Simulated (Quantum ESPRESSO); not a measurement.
# V (Im-3m) in Quantum ESPRESSO: further runs, part 2 of 4

Quantum ESPRESSO 7.5. The steps go on from the part before.

## 4. Phonon dispersion, LDA, collinear spin, ferromagnetic start

pw.in

```
&CONTROL
  calculation = 'scf'
  prefix = 'pwscf'
  outdir = './tmp'
  pseudo_dir = './pseudo'
  tprnfor = .true.
  tstress = .true.
  disk_io = 'low'
/
&SYSTEM
  ibrav = 0
  nat = 1
  ntyp = 1
  ecutwfc = 45
  ecutrho = 360
  nbnd = 15
  occupations = 'smearing'
  smearing = 'mv'
  degauss = 0.01469973
  nspin = 2
  starting_magnetization(1) = 0.1538
/
&ELECTRONS
  conv_thr = 2d-10
  electron_maxstep = 120
  mixing_beta = 0.3
/
ATOMIC_SPECIES
V     50.9415 v_lda_v1.4.uspp.F.UPF
CELL_PARAMETERS angstrom
  -1.5143500000    1.5143500000    1.5143500000
   1.5143500000   -1.5143500000    1.5143500000
   1.5143500000    1.5143500000   -1.5143500000
ATOMIC_POSITIONS crystal
V      0.0000000000    0.0000000000    0.0000000000
K_POINTS automatic
12 12 12 0 0 0
```

relax.in

```
&CONTROL
  calculation = 'vc-relax'
  prefix = 'pwscf'
  outdir = './tmp'
  pseudo_dir = './pseudo'
  tprnfor = .true.
  tstress = .true.
  disk_io = 'low'
  nstep = 40
  forc_conv_thr = 0.0001
  etot_conv_thr = 1d-06
/
&SYSTEM
  ibrav = 0
  nat = 1
  ntyp = 1
  ecutwfc = 45
  ecutrho = 360
  nbnd = 15
  occupations = 'smearing'
  smearing = 'mv'
  degauss = 0.01469973
  nspin = 2
  starting_magnetization(1) = 0.1538
/
&ELECTRONS
  conv_thr = 2d-10
  electron_maxstep = 120
  mixing_beta = 0.3
/
&IONS
  ion_dynamics = 'bfgs'
/
&CELL
  cell_dynamics = 'bfgs'
  press = 0
  press_conv_thr = 0.2
/
ATOMIC_SPECIES
V     50.9415 v_lda_v1.4.uspp.F.UPF
CELL_PARAMETERS angstrom
  -1.5143500000    1.5143500000    1.5143500000
   1.5143500000   -1.5143500000    1.5143500000
   1.5143500000    1.5143500000   -1.5143500000
ATOMIC_POSITIONS crystal
V      0.0000000000    0.0000000000    0.0000000000
K_POINTS automatic
12 12 12 0 0 0
```

scf2.in

```
&CONTROL
  calculation = 'scf'
  prefix = 'pwscf'
  outdir = './tmp'
  pseudo_dir = './pseudo'
  tprnfor = .true.
  tstress = .true.
  disk_io = 'low'
/
&SYSTEM
  ibrav = 0
  nat = 1
  ntyp = 1
  ecutwfc = 45
  ecutrho = 360
  nbnd = 15
  occupations = 'smearing'
  smearing = 'mv'
  degauss = 0.01469973
  nspin = 2
  starting_magnetization(1) = 0.1538
/
&ELECTRONS
  conv_thr = 1d-13
  electron_maxstep = 120
  mixing_beta = 0.3
  startingpot = 'file'
  startingwfc = 'file'
/
ATOMIC_SPECIES
V     50.9415 v_lda_v1.4.uspp.F.UPF
CELL_PARAMETERS angstrom
  -1.4615090363    1.4615090363    1.4615090363
   1.4615090363   -1.4615090363    1.4615090363
   1.4615090363    1.4615090363   -1.4615090363
ATOMIC_POSITIONS crystal
V      0.0000000000    0.0000000000    0.0000000000
K_POINTS automatic
12 12 12 0 0 0
```

ph.in

```
phonon_bands of V
&INPUTPH
  prefix = 'pwscf'
  outdir = './tmp'
  tr2_ph = 1d-18
  fildyn = 'dyn'
  niter_ph = 90
  alpha_mix(1) = 0.4
  ldisp = .true.
  nq1 = 2
  nq2 = 2
  nq3 = 2
/
```

q2r.in

```
&INPUT
  fildyn = 'dyn'
  zasr = 'crystal'
  flfrc = 'fc'
/
```

matdyn.in

```
&INPUT
  asr = 'crystal'
  flfrc = 'fc'
  flfrq = 'freq'
  q_in_cryst_coord = .true.
  flvec = ' '
/
80
 0.0000000000  0.0000000000  0.0000000000
 0.0312500000 -0.0312500000  0.0312500000
 0.0625000000 -0.0625000000  0.0625000000
 0.0937500000 -0.0937500000  0.0937500000
 0.1250000000 -0.1250000000  0.1250000000
 0.1562500000 -0.1562500000  0.1562500000
 0.1875000000 -0.1875000000  0.1875000000
 0.2187500000 -0.2187500000  0.2187500000
 0.2500000000 -0.2500000000  0.2500000000
 0.2812500000 -0.2812500000  0.2812500000
 0.3125000000 -0.3125000000  0.3125000000
 0.3437500000 -0.3437500000  0.3437500000
 0.3750000000 -0.3750000000  0.3750000000
 0.4062500000 -0.4062500000  0.4062500000
 0.4375000000 -0.4375000000  0.4375000000
 0.4687500000 -0.4687500000  0.4687500000
 0.5000000000 -0.5000000000  0.5000000000
 0.4545454545 -0.4545454545  0.5000000000
 0.4090909091 -0.4090909091  0.5000000000
 0.3636363636 -0.3636363636  0.5000000000
 0.3181818182 -0.3181818182  0.5000000000
 0.2727272727 -0.2727272727  0.5000000000
 0.2272727273 -0.2272727273  0.5000000000
 0.1818181818 -0.1818181818  0.5000000000
 0.1363636364 -0.1363636364  0.5000000000
 0.0909090909 -0.0909090909  0.5000000000
 0.0454545455 -0.0454545455  0.5000000000
 0.0000000000  0.0000000000  0.5000000000
 0.0000000000  0.0000000000  0.4583333333
 0.0000000000  0.0000000000  0.4166666667
 0.0000000000  0.0000000000  0.3750000000
 0.0000000000  0.0000000000  0.3333333333
 0.0000000000  0.0000000000  0.2916666667
 0.0000000000  0.0000000000  0.2500000000
 0.0000000000  0.0000000000  0.2083333333
 0.0000000000  0.0000000000  0.1666666667
 0.0000000000  0.0000000000  0.1250000000
 0.0000000000  0.0000000000  0.0833333333
 0.0000000000  0.0000000000  0.0416666667
 0.0000000000  0.0000000000  0.0000000000
 0.0166666667  0.0166666667  0.0166666667
 0.0333333333  0.0333333333  0.0333333333
 0.0500000000  0.0500000000  0.0500000000
 0.0666666667  0.0666666667  0.0666666667
 0.0833333333  0.0833333333  0.0833333333
 0.1000000000  0.1000000000  0.1000000000
 0.1166666667  0.1166666667  0.1166666667
 0.1333333333  0.1333333333  0.1333333333
 0.1500000000  0.1500000000  0.1500000000
 0.1666666667  0.1666666667  0.1666666667
 0.1833333333  0.1833333333  0.1833333333
 0.2000000000  0.2000000000  0.2000000000
 0.2166666667  0.2166666667  0.2166666667
 0.2333333333  0.2333333333  0.2333333333
 0.2500000000  0.2500000000  0.2500000000
 0.2666666667  0.2000000000  0.2666666667
 0.2833333333  0.1500000000  0.2833333333
 0.3000000000  0.1000000000  0.3000000000
 0.3166666667  0.0500000000  0.3166666667
 0.3333333333  0.0000000000  0.3333333333
 0.3500000000 -0.0500000000  0.3500000000
 0.3666666667 -0.1000000000  0.3666666667
 0.3833333333 -0.1500000000  0.3833333333
 0.4000000000 -0.2000000000  0.4000000000
 0.4166666667 -0.2500000000  0.4166666667
 0.4333333333 -0.3000000000  0.4333333333
 0.4500000000 -0.3500000000  0.4500000000
 0.4666666667 -0.4000000000  0.4666666667
 0.4833333333 -0.4500000000  0.4833333333
 0.5000000000 -0.5000000000  0.5000000000
 0.2500000000  0.2500000000  0.2500000000
 0.2222222222  0.2222222222  0.2777777778
 0.1944444444  0.1944444444  0.3055555556
 0.1666666667  0.1666666667  0.3333333333
 0.1388888889  0.1388888889  0.3611111111
 0.1111111111  0.1111111111  0.3888888889
 0.0833333333  0.0833333333  0.4166666667
 0.0555555556  0.0555555556  0.4444444444
 0.0277777778  0.0277777778  0.4722222222
 0.0000000000  0.0000000000  0.5000000000
```

matdyn_dos.in

```
&INPUT
  asr = 'crystal'
  flfrc = 'fc'
  dos = .true.
  fldos = 'phdos'
  nk1 = 18
  nk2 = 18
  nk3 = 18
  deltaE = 1
  flvec = ' '
  flfrq = ' '
/
```

matdyn_mesh.in

```
&INPUT
  asr = 'crystal'
  flfrc = 'fc'
  flfrq = 'mesh'
  q_in_cryst_coord = .true.
  flvec = ' '
/
1000
 0.05000000  0.05000000  0.05000000
 0.05000000  0.05000000  0.15000000
 0.05000000  0.05000000  0.25000000
[... 997 further points of the even 10 x 10 x 10 mesh, shifted by half a step ...]
```

Potentials or basis: GBRV 1.5 LDA.

Launch:

```
$ OMP_NUM_THREADS=1 pw.x -in pw.in > pw.out
$ OMP_NUM_THREADS=1 pw.x -in relax.in > relax.out
$ OMP_NUM_THREADS=1 pw.x -in scf2.in > scf2.out
$ OMP_NUM_THREADS=1 ph.x -in ph.in > ph.out
$ OMP_NUM_THREADS=1 q2r.x -in q2r.in > q2r.out
$ OMP_NUM_THREADS=1 matdyn.x -in matdyn.in > matdyn.out
$ OMP_NUM_THREADS=1 matdyn.x -in matdyn_dos.in > matdyn_dos.out
$ OMP_NUM_THREADS=1 matdyn.x -in matdyn_mesh.in > matdyn_mesh.out
```

pw.out:

```text
This program is part of the open-source Quantum ESPRESSO suite
     for quantum simulation of materials; please cite
[... 9 lines left out ...]
     --------------------
     sticks:   dense  smooth     PW     G-vecs:    dense   smooth      PW
     Sum         657     333    129                10833     3805     959

     Using Slab Decomposition

     bravais-lattice index     =            0
     lattice parameter (alat)  =       4.9566  a.u.
     unit-cell volume          =      93.7423 (a.u.)^3
     number of atoms/cell      =            1
     number of atomic types    =            1
     number of electrons       =        13.00
     number of Kohn-Sham states=           15
     kinetic-energy cutoff     =      45.0000  Ry
     charge density cutoff     =     360.0000  Ry
     scf convergence threshold =      2.0E-10
     mixing beta               =       0.3000
     number of iterations used =            8  plain     mixing
     Exchange-correlation=  SLA  PZ   NOGX NOGC
                           (   1   1   0   0   0   0   0)

     celldm(1)=   4.956621  celldm(2)=   0.000000  celldm(3)=   0.000000
     celldm(4)=   0.000000  celldm(5)=   0.000000  celldm(6)=   0.000000

     crystal axes: (cart. coord. in units of alat)
               a(1) = (  -0.577350   0.577350   0.577350 )
               a(2) = (   0.577350  -0.577350   0.577350 )
               a(3) = (   0.577350   0.577350  -0.577350 )

     reciprocal axes: (cart. coord. in units 2 pi/alat)
               b(1) = ( -0.000000  0.866025  0.866025 )
               b(2) = (  0.866025 -0.000000  0.866025 )
               b(3) = (  0.866025  0.866025  0.000000 )

     PseudoPot. # 1 for V  read from file:
     v_lda_v1.4.uspp.F.UPF
     Pseudo is Ultrasoft + core correction, Zval = 13.0
     Generated by new atomic code, or converted to UPF format
     Using radial grid of  853 points,  6 beta functions with:
                l(1) =   0
                l(2) =   0
                l(3) =   1
                l(4) =   1
                l(5) =   2
                l(6) =   2
     Q(r) pseudized with  8 coefficients,  rinner =    1.100   1.100   1.100
                                                       1.100   1.100

     atomic species   valence    mass     pseudopotential
     V                13.00    50.94150     V ( 1.00)

     Starting magnetic structure
     atomic species   magnetization
     V               0.154

     48 Sym. Ops., with inversion, found

   Cartesian axes

     site n.     atom                  positions (alat units)
         1        V      tau(   1) = (   0.0000000   0.0000000   0.0000000  )

     number of k points=    72  Marzari-Vanderbilt smearing, width (Ry)=  0.0147
                       cart. coord. in units 2pi/alat
        k(    1) = (   0.0000000   0.0000000   0.0000000), wk =   0.0005787
        k(    2) = (   0.0721688   0.0721688   0.0000000), wk =   0.0069444
        k(    3) = (   0.1443376   0.1443376   0.0000000), wk =   0.0069444
        k(    4) = (   0.2165064   0.2165064   0.0000000), wk =   0.0069444
        k(    5) = (   0.2886751   0.2886751   0.0000000), wk =   0.0069444
        k(    6) = (   0.3608439   0.3608439   0.0000000), wk =   0.0069444
[... 64 lines left out ...]
        k(   71) = (  -0.8660254  -0.0721688  -0.0721688), wk =   0.0069444
        k(   72) = (  -0.8660254  -0.8660254  -0.8660254), wk =   0.0005787

     Dense  grid:    10833 G-vectors     FFT dimensions: (  30,  30,  30)

     Smooth grid:     3805 G-vectors     FFT dimensions: (  24,  24,  24)

     Check: negative core charge=   -0.000004
     Generating pointlists ...
     new r_m :   0.4125 (alat units)  2.0446 (a.u.) for type    1

     Initial potential from superposition of free atoms

     starting charge      12.9990, renormalised to      13.0000

     negative rho (up, down):  2.982E-04 2.187E-04
     Starting wfcs are   10 randomized atomic wfcs +    5 random wfcs

     Self-consistent Calculation

     iteration #  1     ecut=    45.00 Ry     beta= 0.30
     Davidson diagonalization with overlap
     ethr =  1.00E-02,  avg # of iterations =  4.0

     Threshold (ethr) on eigenvalues was too large:
     Diagonalizing with lowered threshold

     Davidson diagonalization with overlap
     ethr =  7.55E-04,  avg # of iterations =  1.0

     negative rho (up, down):  2.949E-04 3.120E-04

     total energy              =    -145.04548092 Ry
     estimated scf accuracy    <       0.09848884 Ry

     total magnetization       =     0.81 Bohr mag/cell
     absolute magnetization    =     0.81 Bohr mag/cell

     iteration #  2     ecut=    45.00 Ry     beta= 0.30
     Davidson diagonalization with overlap
     ethr =  7.58E-04,  avg # of iterations =  1.0

     negative rho (up, down):  2.686E-04 3.720E-04

     total energy              =    -145.06364504 Ry
     estimated scf accuracy    <       0.02059548 Ry

     total magnetization       =     0.73 Bohr mag/cell
     absolute magnetization    =     0.73 Bohr mag/cell

     iteration #  3     ecut=    45.00 Ry     beta= 0.30
     Davidson diagonalization with overlap
     ethr =  1.58E-04,  avg # of iterations =  1.1

     negative rho (up, down):  2.219E-04 4.615E-04

     total energy              =    -145.07087715 Ry
     estimated scf accuracy    <       0.00872717 Ry

     total magnetization       =     0.67 Bohr mag/cell
     absolute magnetization    =     0.67 Bohr mag/cell

     iteration #  4     ecut=    45.00 Ry     beta= 0.30
     Davidson diagonalization with overlap
     ethr =  6.71E-05,  avg # of iterations =  1.1

     negative rho (up, down):  2.149E-04 4.676E-04

     total energy              =    -145.07297352 Ry
     estimated scf accuracy    <       0.00041692 Ry

     total magnetization       =     0.40 Bohr mag/cell
     absolute magnetization    =     0.40 Bohr mag/cell
[... 97 lines left out ...]
     iteration # 13     ecut=    45.00 Ry     beta= 0.30
     Davidson diagonalization with overlap
     ethr =  2.02E-10,  avg # of iterations =  1.8

     negative rho (up, down):  3.392E-04 3.396E-04

     total energy              =    -145.07439576 Ry
     estimated scf accuracy    <          3.6E-09 Ry

     total magnetization       =     0.00 Bohr mag/cell
     absolute magnetization    =     0.00 Bohr mag/cell

     iteration # 14     ecut=    45.00 Ry     beta= 0.30
     Davidson diagonalization with overlap
     ethr =  2.77E-11,  avg # of iterations =  1.0

     negative rho (up, down):  3.394E-04 3.394E-04

     total energy              =    -145.07439577 Ry
     estimated scf accuracy    <          7.9E-10 Ry

     total magnetization       =     0.00 Bohr mag/cell
     absolute magnetization    =     0.00 Bohr mag/cell

     iteration # 15     ecut=    45.00 Ry     beta= 0.30
     Davidson diagonalization with overlap
     ethr =  6.11E-12,  avg # of iterations =  1.7

     negative rho (up, down):  3.394E-04 3.394E-04

     Magnetic moment per site  (integrated on atomic sphere of radius R)
     atom   1 (R=0.412)  charge= 11.3295  magn= -0.0000

     End of self-consistent calculation

     Number of k-points >= 100: set verbosity='high' to print the bands.

     the Fermi energy is    15.6837 ev

!    total energy              =    -145.07439579 Ry
     estimated scf accuracy    <          2.0E-13 Ry
     smearing contrib. (-TS)   =      -0.00025112 Ry
     internal energy E=F+TS    =    -145.07414468 Ry

     The total energy is F=E-TS. E is the sum of the following terms:
     one-electron contribution =     -47.98963812 Ry
     hartree contribution      =      29.74798945 Ry
     xc contribution           =     -19.37381746 Ry
     ewald contribution        =    -107.45867855 Ry

     total magnetization       =    -0.00 Bohr mag/cell
     absolute magnetization    =     0.00 Bohr mag/cell

     convergence has been achieved in  15 iterations

     negative rho (up, down):  3.394E-04 3.394E-04

     Forces acting on atoms (cartesian axes, Ry/au):

     atom    1 type  1   force =     0.00000000    0.00000000    0.00000000

     Total force =     0.000000     Total SCF correction =     0.000000

     Computing stress (Cartesian axis) and pressure

     negative rho (up, down):  3.394E-04 3.394E-04
          total   stress  (Ry/bohr**3)                   (kbar)     P=     -179.63
  -0.00122109  -0.00000000  -0.00000000         -179.63       -0.00       -0.00
  -0.00000000  -0.00122109  -0.00000000           -0.00     -179.63       -0.00
  -0.00000000  -0.00000000  -0.00122109           -0.00       -0.00     -179.63

=------------------------------------------------------------------------------=
   JOB DONE.
=------------------------------------------------------------------------------=
```

It took 13 min on 1 thread of Arm Neoverse V1, shared host; peak memory 0.09 GiB.

What came out:

```yaml
Free_energy: -1973.9225 eV
Relaxed_volume: 12.49 Å³/atom
Relaxed_cell: a = 2.531 Å, b = 2.531 Å, c = 2.531 Å, α = 109.47°, β = 109.47°, γ = 109.47°
Space_group_after_relaxing_to_0.05_Å: Im-3m (No. 229)
Pressure_after_relaxing: 0.0 GPa
Band_gap_on_the_k_mesh: none (metal or under the smearing width)
Net_moment: 0.00 μB per cell
Absolute_moment: 0.00 μB per cell
Valence_electrons_inside_the_program's_atomic_spheres: V 11.33
Highest_phonon_frequency: 263 cm⁻¹
Zero-point_energy: 0.038 eV/atom
```

The path:
| step | energy change (eV) | largest force (eV/Å) | pressure (GPa) | volume (Å³) |
| --- | --- | --- | --- | --- |
| 1 | 0.0000 | 0.0000 | -17.96 | 13.89 |
| 2 | -0.0840 | 0.0000 | -2.72 | 12.66 |
| 3 | -0.0853 | 0.0000 | 0.45 | 12.46 |
| 4 | -0.0854 | 0.0000 | -0.01 | 12.49 |
| 5 | -0.0854 | 0.0000 | 0.00 | 12.49 |
| 6 | -0.0854 | 0.0000 | 0.00 | 12.49 |

Final structure:
```cif
data_structure
_symmetry_space_group_name_H-M 'P 1'
_symmetry_Int_Tables_number 1
_cell_length_a 2.5314
_cell_length_b 2.5314
_cell_length_c 2.5314
_cell_angle_alpha 109.471
_cell_angle_beta 109.471
_cell_angle_gamma 109.471
_cell_volume 12.49
loop_
_atom_site_label
_atom_site_type_symbol
_atom_site_fract_x
_atom_site_fract_y
_atom_site_fract_z
_atom_site_occupancy
V1 V 0.00000 0.00000 0.00000 1
```

Phonon frequencies in cm⁻¹ (negative: imaginary):
| q point | frequencies |
| --- | --- |
| (0.000, 0.000, 0.000) | 0 0 0 |
| (0.219, -0.219, 0.219) | 159 191 191 |
| (0.438, -0.438, 0.438) | 258 261 261 |
| (0.273, -0.273, 0.500) | 238 241 250 |
| (0.000, 0.000, 0.458) | 196 206 228 |
| (0.000, 0.000, 0.167) | 99 104 115 |
| (0.050, 0.050, 0.050) | 78 78 82 |
| (0.167, 0.167, 0.167) | 203 203 208 |
| (0.283, 0.150, 0.283) | 221 224 224 |
| (0.400, -0.200, 0.400) | 239 243 243 |
| (0.250, 0.250, 0.250) | 224 224 224 |
| (0.056, 0.056, 0.444) | 201 210 229 |

Phonon frequencies at the corners of the path (cm⁻¹, interpolated; i marks imaginary ones):
```tsv
point	frequencies
Γ	0 0 0
H	263 263 263
N	198 207 230
P	224 224 224
```

Phonon states per cell in windows of 20 cm⁻¹ (negative: imaginary):
```tsv
from (cm⁻¹)	total
0	0.00
20	0.00
40	0.01
60	0.02
80	0.04
100	0.06
120	0.09
140	0.14
160	0.23
180	0.43
200	0.88
220	0.85
240	0.27
260	0.01
```

Harmonic thermodynamics per atom at this volume (zero-point energy 37.7 meV, Debye temperature from the second moment 382 K):
```tsv
T (K)	free energy (meV)	entropy (k_B)	heat capacity Cv (k_B)
50	37.6	0.11	0.38
100	35.9	0.75	1.55
200	22.9	2.20	2.51
298.15	-0.4	3.26	2.77
500	-70.8	4.73	2.91
800	-212.4	6.11	2.97
```

Caveat: the q mesh is small, so phonon branches between its points and thermal values are rough.

[end of part 2 of 4]
